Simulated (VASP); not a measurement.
# Os (Im-3m) in VASP: notebook, part 2 of 2

VASP 6.6.1. The steps go on from the part before.

**5. Relaxation of cell and atoms, r2SCAN+rVV10**

INCAR reads:

```
  PREC = Accurate
  ENCUT = 600
  EDIFF = 1E-7
  ISMEAR = 0
  SIGMA = 0.1
  LREAL = False
  LASPH = True
  NELM = 100
  ALGO = Normal
  ISIF = 3
  LWAVE = False
  LCHARG = False
  METAGGA = R2SCAN
  LMIXTAU = True
  LUSE_VDW = True
  IVDW_NL = 2
  BPARAM = 11.95
  CPARAM = 0.0093
  IBRION = 2
  NSW = 90
  EDIFFG = -0.005
```

KPOINTS reads:

```
regular mesh
0
Gamma
  20 20 20
```

POSCAR reads:

```
Os
1.0
   -1.5182944900      1.5182944900      1.5182944900
    1.5182944900     -1.5182944900      1.5182944900
    1.5182944900      1.5182944900     -1.5182944900
Os
1
Direct
    0.0000000000      0.0000000000      0.0000000000
```

Potentials or basis: VASP PAW PBE potentials, release 64 (Os).

Command:

```
$ cat potpaw_PBE.64/Os/POTCAR > POTCAR
$ mpirun -np 1 vasp_std > vasp.out
```

OUTCAR:

```text
PREC = Accurate
   ENCUT = 600
   EDIFF = 1E-7
   ISMEAR = 0
   LREAL = False
   LASPH = True
   NELM = 100
   ISIF = 3
   METAGGA = R2SCAN
   IVDW_NL = 2
   BPARAM = 11.95
   IBRION = 2
   NSW = 90
   EDIFFG = -0.005

 ion  position               nearest neighbor table
   1  0.000  0.000  0.000-

  LATTYP: Found a body centered cubic cell.
 ALAT       =     3.0365889800

  Lattice vectors:

 A1 = (  -1.5182944900,   1.5182944900,   1.5182944900)
 A2 = (   1.5182944900,  -1.5182944900,   1.5182944900)
 A3 = (   1.5182944900,   1.5182944900,  -1.5182944900)

Analysis of symmetry for initial positions (statically):
=====================================================================
 Subroutine PRICEL returns:
 Original cell was already a primitive cell.

 Routine SETGRP: Setting up the symmetry group for a
 body centered cubic supercell.

 Subroutine GETGRP returns: Found 48 space group operations
 (whereof 48 operations were pure point group operations)
 out of a pool of 48 trial point group operations.

The static configuration has the point symmetry O_h .

Analysis of symmetry for dynamics (positions and initial velocities):
=====================================================================
 Subroutine PRICEL returns:
 Original cell was already a primitive cell.

 Routine SETGRP: Setting up the symmetry group for a
 body centered cubic supercell.

 Subroutine GETGRP returns: Found 48 space group operations
 (whereof 48 operations were pure point group operations)
 out of a pool of 48 trial point group operations.

The dynamic configuration has the point symmetry O_h .

 Subroutine INISYM returns: Found 48 space group operations
 (whereof 48 operations are pure point group operations),
 and found     1 'primitive' translations

----------------------------------------------------------------------------------------

                                     Primitive cell

  volume of cell :      14.0000

  direct lattice vectors                    reciprocal lattice vectors
    -1.518294490  1.518294490  1.518294490     0.000000000  0.329316877  0.329316877
     1.518294490 -1.518294490  1.518294490     0.329316877  0.000000000  0.329316877
     1.518294490  1.518294490 -1.518294490     0.329316877  0.329316877  0.000000000

  length of vectors
     2.629763198  2.629763198  2.629763198     0.465724394  0.465724394  0.465724394

  position of ions in fractional coordinates (direct lattice)
     0.000000000  0.000000000  0.000000000

  ion indices of the primitive-cell ions
   primitive index   ion index
                 1           1

----------------------------------------------------------------------------------------

 KPOINTS: regular mesh

Automatic generation of k-mesh.
 Grid dimensions read from file:
 generate k-points for:   20   20   20

 Generating k-lattice:

  Cartesian coordinates                     Fractional coordinates (reciprocal lattice)
     0.000000000  0.016465844  0.016465844     0.050000000  0.000000000  0.000000000
     0.016465844  0.000000000  0.016465844     0.000000000  0.050000000  0.000000000
     0.016465844  0.016465844  0.000000000     0.000000000  0.000000000  0.050000000
[... 47 lines left out ...]
 SYSTEM =  unknown system
   PREC   = accura    normal or accurate (medium, high low for compatibility)
   ISTART =      0    job   : 0-new  1-cont  2-samecut
   ICHARG =      2    charge: 1-file 2-atom 10-const
   ISPIN  =      1    spin polarized calculation?
   LNONCOLLINEAR =      F non collinear calculations
   LSORBIT =      F    spin-orbit coupling
   LASPH  =      T    aspherical Exc in radial PAW
   ENCUT  =  600.0 eV  44.10 Ry    6.64 a.u.   5.25  5.25  5.25*2*pi/ulx,y,z
   NELM   =    100;   NELMIN=  2; NELMDL= -5     # of ELM steps
   EDIFF  = 0.1E-06   stopping-criterion for ELM
   LREAL  =      F    real-space projection
   EDIFFG = -.5E-02   stopping-criterion for IOM
   NSW    =     90    number of steps for IOM
   IBRION =      2    ionic relax: 0-MD 1-quasi-New 2-CG
   NFREE  =      1    steps in history (QN), initial steepest desc. (CG)
   ISIF   =      3    stress and relaxation
   ISYM   =      2    0-nonsym 1-usesym 2-fastsym
   POTIM  = 0.5000    time-step for ionic-motion
   TEBEG  =    0.0;   TEEND  =   0.0 temperature during run
   PSTRESS=    0.0 pullay stress
   NELECT =       8.0000    total number of electrons
   NUPDOWN=      -1.0000    fix difference up-down
   EMIN   =  10.00;   EMAX   =-10.00  energy-range for DOS
   EFERMI =   0.00;   METHOD = LEGACY
   ISMEAR =     0;   SIGMA  =   0.10  broadening in eV -4-tet -1-fermi 0-gaus
   EFERMI_NEDOS =   21; number of points for ismear=-14 and -15
   IALGO  =     38    algorithm
   IMIX   =      4    mixing-type and parameters
     AMIX     =   0.40;   BMIX     =  1.00
     AMIX_MAG =   1.60;   BMIX_MAG =  1.00
  volume/ion in A,a.u.               =      14.00        94.48
  Fermi-wavevector in a.u.,A,eV,Ry     =   1.358508  2.567208 25.110144  1.845544
  Thomas-Fermi vector in A             =   2.485335
   LORBIT       =      0    0 simple, 1 ext, 2 COOP (PROOUT), +10 PAW based schemes
   METAGGA = R2SCAN    functional components
   LHFCALC =     F    Hartree Fock is set to
   AEXX    =    0.0000 exact exchange contribution
   IVDW_NL    =     2    kernel type
   BPARAM     =11.9500
   IVDW    =     0    specifies the selected vdW correction
   LEPSILON=     F    determine dielectric tensor
   LRPA    =     F    only Hartree local field effects (RPA)
 conjugate gradient relaxation of ions
 non-spin polarized calculation
 Gauss-broadening in eV      SIGMA  =   0.10
  energy-cutoff  :      600.00
  volume of cell :       14.00
 maximum number of plane-waves:       484
 NGX is ok and might be reduce to    24

--------------------------------------- Ionic step        1  -------------------------------------------

 number of electron       7.9999999 magnetization

 Free energy of the ion-electron system (eV)
  ---------------------------------------------------
  ext. energy  EPLUGINS =         0.00000000
  ---------------------------------------------------
  free energy    TOTEN  =       -51.94745668 eV

  energy without entropy =      -51.94138475  energy(sigma->0) =      -51.94442072

------------------------ aborting loop because EDIFF is reached ----------------------------------------

  FORCE on cell =-STRESS in cart. coord.  units (eV):
  Direction    XX          YY          ZZ          XY          YZ          ZX
  --------------------------------------------------------------------------------------
  -------------------------------------------------------------------------------------
  Total        1.2247538      1.2247538      1.2247538      0.0000000      0.0000000      0.0000000
  in kB      140.1623430    140.1623430    140.1623430      0.0000000      0.0000000      0.0000000
  external PRESSURE =     140.1623430 kB  Pullay stress =       0.0000000 kB
[... 92 lines left out ...]
--------------------------------------- Ionic step        4  -------------------------------------------

 number of electron       8.0000000 magnetization

 Free energy of the ion-electron system (eV)
  ---------------------------------------------------
  ext. energy  EPLUGINS =         0.00000000
  ---------------------------------------------------
  free energy    TOTEN  =       -51.96708168 eV

  energy without entropy =      -51.96085534  energy(sigma->0) =      -51.96396851

 E-fermi :   9.0606     XC(G=0): -15.1749

 val. band max:        9.0532159921   @ k =   0.0500   0.0000   0.0000
 cond. band min:       9.0666866101   @ k =   0.1000   0.0000   0.0000
 fundamental gap:      0.0134706179
 Fermi energy:         9.0605576778

 k-point     1 :       0.0000    0.0000    0.0000
  band No.  band energies     occupation
      1      -2.3808      2.00000
      2       5.5219      2.00000
      3       5.5219      2.00000
      4       5.5219      2.00000
      5       9.0497      1.12255
      6       9.0497      1.12255
      7      26.0847      0.00000
      8      26.0847      0.00000
[... 243 lines left out ...]
 k-point    24 :       0.2500    0.1000    0.0000
  band No.  band energies     occupation
      1       1.0322      2.00000
      2       4.0708      2.00000
      3       5.0792      2.00000
      4       8.3306      2.00000
      5       9.5315      0.00000
      6       9.9023      0.00000
      7      23.7740      0.00000
      8      25.2137      0.00000

 [... further k-points ...]

------------------------ aborting loop because EDIFF is reached ----------------------------------------

  FORCE on cell =-STRESS in cart. coord.  units (eV):
  Direction    XX          YY          ZZ          XY          YZ          ZX
  --------------------------------------------------------------------------------------
  -------------------------------------------------------------------------------------
  Total       -0.0042293     -0.0042293     -0.0042293      0.0000000      0.0000000      0.0000000
  in kB       -0.4683807     -0.4683807     -0.4683807      0.0000000      0.0000000      0.0000000
  external PRESSURE =      -0.4683807 kB  Pullay stress =       0.0000000 kB
[... 16 lines left out ...]
  FREE ENERGIE OF THE ION-ELECTRON SYSTEM (eV)
  ---------------------------------------------------
  free  energy   TOTEN  =       -51.9670816799 eV

  energy  without entropy=      -51.9608553390  energy(sigma->0) =      -51.96396851

 reached required accuracy - stopping structural energy minimisation
```

CONTCAR:

```text
Os
   1.00000000000000
    -1.5349912173113658    1.5349912173113658    1.5349912173113658
     1.5349912173113658   -1.5349912173113658    1.5349912173113658
     1.5349912173113658    1.5349912173113658   -1.5349912173113658
  Os
     1
Direct
     0.0000000000000000    0.0000000000000000    0.0000000000000000

  0.00000000E+00  0.00000000E+00  0.00000000E+00
```

Wall time 4.5 min (1 thread of Intel Xeon 6975P-C (Granite Rapids), shared host); peak memory 0.27 GiB.

What came out:

* Free energy: -51.9671 eV
* Relaxed volume: 14.47 Å³/atom
* Relaxed cell: a = 2.659 Å, b = 2.659 Å, c = 2.659 Å, α = 109.47°, β = 109.47°, γ = 109.47°
* Space group after relaxing (to 0.05 Å): Im-3m (No. 229)
* Energy gained by relaxing: 19.6 meV/atom
* Ionic steps: 4
* Pressure after relaxing: 0.0 GPa
* Band gap on the k mesh: none (metal or under the smearing width)

Step by step:
```csv
step,energy change (eV),largest force (eV/Å),pressure (GPa),volume (Å³)
1,0.0000,0.0000,14.02,14.00
2,0.2857,0.0000,-39.32,16.63
3,-0.0195,0.0000,-0.85,14.50
4,-0.0196,0.0000,-0.05,14.47
```

Final structure:
```cif
data_structure
_symmetry_space_group_name_H-M 'P 1'
_symmetry_Int_Tables_number 1
_cell_length_a 2.6587
_cell_length_b 2.6587
_cell_length_c 2.6587
_cell_angle_alpha 109.471
_cell_angle_beta 109.471
_cell_angle_gamma 109.471
_cell_volume 14.47
loop_
_atom_site_label
_atom_site_type_symbol
_atom_site_fract_x
_atom_site_fract_y
_atom_site_fract_z
_atom_site_occupancy
Os1 Os 0.00000 0.00000 0.00000 1
```

Caveat: the PAW data sets were made with another functional, which shifts forces and pressure a little.
